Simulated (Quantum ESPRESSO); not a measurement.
# How BaS absorbs and reflects light, part 2 of 3

Wanted: where BaS starts to absorb, how strongly, and its refractive index.

Quantum ESPRESSO 7.5; DFT, PBE, plane waves with norm-conserving potentials (PseudoDojo), scalar-relativistic, independent-particle optical response without local fields and without the non-local commutator.

So far. Step 2 (Ground state): There is a gap, 2.15 eV on this mesh (points off the mesh can give less), so no carriers' term is needed.

### Step 3. Ground state with the final occupations

Level of this step: DFT, PBE, plane waves with norm-conserving potentials (PseudoDojo), scalar-relativistic, ground state (Quantum ESPRESSO).

The ground state once more, with the occupations that the first run showed to fit.

scf.in

```
&control
  calculation = 'scf'
  prefix = 'x'
  outdir = './tmp'
  pseudo_dir = './'
  verbosity = 'high'
/
&system
  ibrav = 0
  nat = 2
  ntyp = 2
  ecutwfc = 70
  occupations = 'fixed'
/
&electrons
  conv_thr = 1e-09
  electron_maxstep = 100
/
ATOMIC_SPECIES
  Ba 1.0 Ba.upf
  S 1.0 S.upf
CELL_PARAMETERS angstrom
  0.000000000000 3.193750000000 3.193750000000
  3.193750000000 0.000000000000 3.193750000000
  3.193750000000 3.193750000000 0.000000000000
ATOMIC_POSITIONS crystal
  Ba 0.000000000000 0.000000000000 0.000000000000
  S 0.500000000000 0.500000000000 0.500000000000
K_POINTS automatic
  6 6 6 0 0 0
```

The run is started by

```bash
mpirun -n 4 pw.x -nk 4 -in scf.in
```

Output:

```text
[banner, memory and clock lines left out]

     using ibrav=0 with symmetry is DISCOURAGED, use correct ibrav instead

     G-vector sticks info

     bravais-lattice index     =            0
     lattice parameter (alat)  =       8.5352  a.u.
     unit-cell volume          =     439.6725 (a.u.)^3
     number of atoms/cell      =            2
     number of atomic types    =            2
     number of electrons       =        16.00
     number of Kohn-Sham states=            8
     kinetic-energy cutoff     =      70.0000  Ry
     charge density cutoff     =     280.0000  Ry
     scf convergence threshold =      1.0E-09
     mixing beta               =       0.7000
     number of iterations used =            8  plain     mixing
     Exchange-correlation= PBE
                           (   1   4   3   4   0   0   0)

     celldm(1)=   8.535221  celldm(2)=   0.000000  celldm(3)=   0.000000
     celldm(4)=   0.000000  celldm(5)=   0.000000  celldm(6)=   0.000000

     crystal axes: (cart. coord. in units of alat)
               a(1) = (   0.000000   0.707107   0.707107 )
               a(2) = (   0.707107   0.000000   0.707107 )
               a(3) = (   0.707107   0.707107   0.000000 )

     reciprocal axes: (cart. coord. in units 2 pi/alat)
               b(1) = ( -0.707107  0.707107  0.707107 )
               b(2) = (  0.707107 -0.707107  0.707107 )
               b(3) = (  0.707107  0.707107 -0.707107 )

     ./Ba.upf
     Pseudo is Norm-conserving + core correction, Zval = 10.0
     Generated using ONCVPSP code by D. R. Hamann
     Using radial grid of 1958 points,  6 beta functions with:
                l(1) =   0
                l(2) =   0
                l(3) =   1
                l(4) =   1
                l(5) =   2
                l(6) =   2

     ./S.upf
     Pseudo is Norm-conserving + core correction, Zval =  6.0
     Generated using ONCVPSP code by D. R. Hamann
     Using radial grid of 1146 points,  6 beta functions with:
                l(1) =   0
                l(2) =   0
                l(3) =   1
                l(4) =   1
                l(5) =   2
                l(6) =   2

     atomic species   valence    mass     pseudopotential
     Ba               10.00     1.00000     Ba( 1.00)
     S                 6.00     1.00000     S ( 1.00)

     48 Sym. Ops., with inversion, found

                                    s                        frac. trans.

     [... symmetry matrices left out ...]
   Cartesian axes

     site n.     atom                  positions (alat units)
         1        Ba     tau(   1) = (   0.0000000   0.0000000   0.0000000  )
         2        S      tau(   2) = (   0.7071068   0.7071068   0.7071068  )

   Crystallographic axes

     site n.     atom                  positions (cryst. coord.)
         1        Ba     tau(   1) = (  0.0000000  0.0000000  0.0000000  )
         2        S      tau(   2) = (  0.5000000  0.5000000  0.5000000  )

     number of k points=    16
                       cart. coord. in units 2pi/alat
        k(    1) = (   0.0000000   0.0000000   0.0000000), wk =   0.0092593
        k(    2) = (   0.1178511   0.1178511  -0.1178511), wk =   0.0740741
        k(    3) = (   0.2357023   0.2357023  -0.2357023), wk =   0.0740741
        k(    4) = (  -0.3535534  -0.3535534   0.3535534), wk =   0.0370370
        k(    5) = (   0.2357023   0.0000000  -0.0000000), wk =   0.0555556
        k(    6) = (   0.3535534   0.1178511  -0.1178511), wk =   0.2222222
        k(    7) = (  -0.2357023  -0.4714045   0.4714045), wk =   0.2222222
        k(    8) = (  -0.1178511  -0.3535534   0.3535534), wk =   0.2222222
        k(    9) = (   0.0000000  -0.2357023   0.2357023), wk =   0.1111111
        k(   10) = (   0.4714045   0.0000000  -0.0000000), wk =   0.0555556
        k(   11) = (  -0.1178511  -0.5892557   0.5892557), wk =   0.2222222
        k(   12) = (  -0.0000000  -0.4714045   0.4714045), wk =   0.1111111
        k(   13) = (  -0.7071068   0.0000000   0.0000000), wk =   0.0277778
        k(   14) = (  -0.2357023  -0.4714045   0.7071068), wk =   0.2222222
        k(   15) = (  -0.1178511  -0.3535534   0.5892557), wk =   0.2222222
        k(   16) = (  -0.7071068   0.2357023   0.0000000), wk =   0.1111111

                       cryst. coord.
[...]
k(    9) = (  -0.0000000   0.1666667  -0.1666667), wk =   0.1111111
        k(   10) = (  -0.0000000   0.3333333   0.3333333), wk =   0.0555556
        k(   11) = (   0.0000000   0.3333333  -0.5000000), wk =   0.2222222
        k(   12) = (   0.0000000   0.3333333  -0.3333333), wk =   0.1111111
        k(   13) = (   0.0000000  -0.5000000  -0.5000000), wk =   0.0277778
        k(   14) = (   0.1666667   0.3333333  -0.5000000), wk =   0.2222222
        k(   15) = (   0.1666667   0.3333333  -0.3333333), wk =   0.2222222
        k(   16) = (   0.1666667  -0.5000000  -0.3333333), wk =   0.1111111

     Dense  grid:    34717 G-vectors     FFT dimensions: (  45,  45,  45)

     Initial potential from superposition of free atoms

     starting charge      15.9834, renormalised to      16.0000
     Starting wfcs are    9 randomized atomic wfcs

     Self-consistent Calculation

     iteration #  1     ecut=    70.00 Ry     beta= 0.70
     Davidson diagonalization with overlap

            56 MiB given to the printing process from OS
            25 MiB allocation reported by mallinfo(arena+hblkhd)
------------------
     ethr =  1.00E-02,  avg # of iterations =  1.9

     total energy              =     -78.47119313 Ry
     estimated scf accuracy    <       0.17790017 Ry

     iteration #  2     ecut=    70.00 Ry     beta= 0.70
     Davidson diagonalization with overlap

            67 MiB given to the printing process from OS
            39 MiB allocation reported by mallinfo(arena+hblkhd)
------------------
     ethr =  1.11E-03,  avg # of iterations =  3.8

     total energy              =     -78.53844679 Ry
     estimated scf accuracy    <       0.14440965 Ry

     iteration #  3     ecut=    70.00 Ry     beta= 0.70
     Davidson diagonalization with overlap

            68 MiB given to the printing process from OS
            40 MiB allocation reported by mallinfo(arena+hblkhd)
------------------
     ethr =  9.03E-04,  avg # of iterations =  2.0

     total energy              =     -78.55982674 Ry
     estimated scf accuracy    <       0.00295559 Ry

     iteration #  4     ecut=    70.00 Ry     beta= 0.70
     Davidson diagonalization with overlap

            70 MiB given to the printing process from OS
            41 MiB allocation reported by mallinfo(arena+hblkhd)
------------------
     ethr =  1.85E-05,  avg # of iterations =  4.6

     total energy              =     -78.56218934 Ry
     estimated scf accuracy    <       0.00414477 Ry

     iteration #  5     ecut=    70.00 Ry     beta= 0.70
     Davidson diagonalization with overlap

            70 MiB given to the printing process from OS
            42 MiB allocation reported by mallinfo(arena+hblkhd)
------------------
     ethr =  1.85E-05,  avg # of iterations =  2.0

     total energy              =     -78.56274807 Ry
     estimated scf accuracy    <       0.00015002 Ry

     iteration #  6     ecut=    70.00 Ry     beta= 0.70
     Davidson diagonalization with overlap

            72 MiB given to the printing process from OS
            43 MiB allocation reported by mallinfo(arena+hblkhd)
------------------
     ethr =  9.38E-07,  avg # of iterations =  3.6

     total energy              =     -78.56280523 Ry
     estimated scf accuracy    <       0.00000135 Ry

     iteration #  7     ecut=    70.00 Ry     beta= 0.70
     Davidson diagonalization with overlap

            73 MiB given to the printing process from OS
            44 MiB allocation reported by mallinfo(arena+hblkhd)
------------------
     ethr =  8.43E-09,  avg # of iterations =  4.4

     total energy              =     -78.56280633 Ry
     estimated scf accuracy    <       0.00000028 Ry

     iteration #  8     ecut=    70.00 Ry     beta= 0.70
     Davidson diagonalization with overlap

            73 MiB given to the printing process from OS
            45 MiB allocation reported by mallinfo(arena+hblkhd)
------------------
     ethr =  1.72E-09,  avg # of iterations =  4.5

     total energy              =     -78.56280555 Ry
     estimated scf accuracy    <       0.00000319 Ry

     iteration #  9     ecut=    70.00 Ry     beta= 0.70
     Davidson diagonalization with overlap

            75 MiB given to the printing process from OS
            46 MiB allocation reported by mallinfo(arena+hblkhd)
------------------
     ethr =  1.72E-09,  avg # of iterations =  4.2

     total energy              =     -78.56280627 Ry
     estimated scf accuracy    <       0.00000002 Ry

     iteration # 10     ecut=    70.00 Ry     beta= 0.70
     Davidson diagonalization with overlap

            76 MiB given to the printing process from OS
            47 MiB allocation reported by mallinfo(arena+hblkhd)
------------------
     ethr =  1.07E-10,  avg # of iterations =  2.3

     total energy              =     -78.56280627 Ry
     estimated scf accuracy    <          1.0E-09 Ry

     iteration # 11     ecut=    70.00 Ry     beta= 0.70
     Davidson diagonalization with overlap

            76 MiB given to the printing process from OS
            47 MiB allocation reported by mallinfo(arena+hblkhd)
------------------
     ethr =  6.38E-12,  avg # of iterations =  3.6

     End of self-consistent calculation

          k = 0.0000 0.0000 0.0000 (  4285 PWs)   bands (ev):

   -20.1605  -5.2017  -5.2017  -5.2017  -4.4386   5.8939   5.8939   5.8939

     occupation numbers
     1.0000   1.0000   1.0000   1.0000   1.0000   1.0000   1.0000   1.0000

          k = 0.1179 0.1179-0.1179 (  4375 PWs)   bands (ev):

   -20.1495  -5.6546  -5.2114  -5.2114  -3.9636   5.2543   5.5614   5.5614

     occupation numbers
     1.0000   1.0000   1.0000   1.0000   1.0000   1.0000   1.0000   1.0000

          k = 0.2357 0.2357-0.2357 (  4323 PWs)   bands (ev):

   -20.1272  -6.1535  -5.2304  -5.2304  -3.4165   4.3541   5.0475   5.0475

     occupation numbers
     1.0000   1.0000   1.0000   1.0000   1.0000   1.0000   1.0000   1.0000

          k =-0.3536-0.3536 0.3536 (  4338 PWs)   bands (ev):

   -20.1160  -6.3411  -5.2397  -5.2397  -3.2022   3.9896   4.8360   4.8360

     occupation numbers
     1.0000   1.0000   1.0000   1.0000   1.0000   1.0000   1.0000   1.0000

          k = 0.2357 0.0000-0.0000 (  4356 PWs)   bands (ev):

   -20.1459  -5.6430  -5.2499  -5.2499  -3.9450   4.9030   5.7836   5.7836

     occupation numbers
     1.0000   1.0000   1.0000   1.0000   1.0000   1.0000   1.0000   1.0000

          k = 0.3536 0.1179-0.1179 (  4367 PWs)   bands (ev):

   -20.1276  -5.9636  -5.2835  -5.2778  -3.6602   4.5419   5.3470   5.4702

     occupation numbers
     1.0000   1.0000   1.0000   1.0000   1.0000   1.0000   1.0000   1.0000

     [... further k points left out ...]

     highest occupied level (ev):     5.8939

!    total energy              =     -78.56280627 Ry
     estimated scf accuracy    <          5.9E-11 Ry

     The total energy is the sum of the following terms:
     one-electron contribution =      -5.46370041 Ry
     hartree contribution      =       9.19934000 Ry
     xc contribution           =     -19.80713746 Ry
     ewald contribution        =     -62.49130840 Ry

     convergence has been achieved in  11 iterations

     XML data file, charge density, pseudopotentials, collected wavefunctions

                                        0.00s GPU  (     187 calls)
```

It took 3.6 s on 4 MPI ranks of Arm Neoverse V2, shared host; peak memory 0.08 GiB; 14 s of CPU time.

### Step 4. Bands on the whole mesh, 9×9×9

At the fixed density, many empty bands are solved on the mesh of the response, since the spectrum sums over them.

This step: DFT, PBE, plane waves with norm-conserving potentials (PseudoDojo), scalar-relativistic, bands at fixed density (Quantum ESPRESSO 7.5).

nscf.in, as its differences from scf.in of step 3:

```diff
@@ -1,3 +1,3 @@
 &control
-  calculation = 'scf'
+  calculation = 'nscf'
   prefix = 'x'
@@ -5,3 +5,2 @@
   pseudo_dir = './'
-  verbosity = 'high'
 /
@@ -13,2 +12,5 @@
   occupations = 'fixed'
+  nbnd = 34
+  nosym = .true.
+  noinv = .true.
 /
@@ -17,2 +19,3 @@
   electron_maxstep = 100
+  diago_full_acc = .true.
 /
@@ -29,2 +32,2 @@
 K_POINTS automatic
-  6 6 6 0 0 0
+  9 9 9 0 0 0
```

The run is started by

```bash
mpirun -n 4 pw.x -nk 4 -in nscf.in
```

Output:

```text
[banner, memory and clock lines left out]

     Atomic positions and unit cell read from directory:

     G-vector sticks info

     bravais-lattice index     =            0
     lattice parameter (alat)  =       8.5352  a.u.
     unit-cell volume          =     439.6725 (a.u.)^3
     number of atoms/cell      =            2
     number of atomic types    =            2
     number of electrons       =        16.00
     number of Kohn-Sham states=           34
     kinetic-energy cutoff     =      70.0000  Ry
     charge density cutoff     =     280.0000  Ry
     Exchange-correlation= PBE
                           (   1   4   3   4   0   0   0)

     celldm(1)=   8.535221  celldm(2)=   0.000000  celldm(3)=   0.000000
     celldm(4)=   0.000000  celldm(5)=   0.000000  celldm(6)=   0.000000

     crystal axes: (cart. coord. in units of alat)
               a(1) = (   0.000000   0.707107   0.707107 )
               a(2) = (   0.707107   0.000000   0.707107 )
               a(3) = (   0.707107   0.707107   0.000000 )

     reciprocal axes: (cart. coord. in units 2 pi/alat)
               b(1) = ( -0.707107  0.707107  0.707107 )
               b(2) = (  0.707107 -0.707107  0.707107 )
               b(3) = (  0.707107  0.707107 -0.707107 )

     ./Ba.upf
     Pseudo is Norm-conserving + core correction, Zval = 10.0
     Generated using ONCVPSP code by D. R. Hamann
     Using radial grid of 1958 points,  6 beta functions with:
                l(1) =   0
                l(2) =   0
                l(3) =   1
                l(4) =   1
                l(5) =   2
                l(6) =   2

     ./S.upf
     Pseudo is Norm-conserving + core correction, Zval =  6.0
     Generated using ONCVPSP code by D. R. Hamann
     Using radial grid of 1146 points,  6 beta functions with:
                l(1) =   0
                l(2) =   0
                l(3) =   1
                l(4) =   1
                l(5) =   2
                l(6) =   2

     atomic species   valence    mass     pseudopotential
     Ba               10.00     1.00000     Ba( 1.00)
     S                 6.00     1.00000     S ( 1.00)

     No symmetry found

   Cartesian axes

     site n.     atom                  positions (alat units)
         1        Ba     tau(   1) = (   0.0000000   0.0000000   0.0000000  )
         2        S      tau(   2) = (   0.7071068   0.7071068   0.7071068  )

     number of k points=   729

     Number of k-points >= 100: set verbosity='high' to print them.

     Dense  grid:    34717 G-vectors     FFT dimensions: (  45,  45,  45)

     The potential is recalculated from file :

     Starting wfcs are    9 randomized atomic wfcs +   25 random wfcs

     Band Structure Calculation
     Davidson diagonalization with overlap

     ethr =  6.25E-12,  avg # of iterations = 47.8

     End of band structure calculation

     Number of k-points >= 100: set verbosity='high' to print the bands.

     highest occupied, lowest unoccupied level (ev):     5.8938    8.0759

     XML data file, pseudopotentials, collected wavefunctions

                                        0.00s GPU  (    9561 calls)

[... left out ...]
ulation
     Davidson diagonalization with overlap

     ethr =  6.25E-12,  avg # of iterations = 47.8

     End of band structure calculation

     Number of k-points >= 100: set verbosity='high' to print the bands.

     highest occupied, lowest unoccupied level (ev):     5.8938    8.0759

     XML data file, pseudopotentials, collected wavefunctions

                                        0.00s GPU  (    9561 calls)
```

Run time: 6 min. Hardware: 4 MPI ranks; peak memory 0.06 GiB; 24 min of CPU time.

(Part 2 of 3 ends here.)

[Machine, clock, banner and «Message from routine» lines are left out of the logs.]

[Logs are printed without paths, hosts, clocks, repeated set-up lines and the standing remarks that a program may print on its own settings, such as how far it seeks lower states.]

[Hosts, paths, dates, database ids (printed as entryN), source tags and the programs' standing remarks are cut or masked in the printed files.]
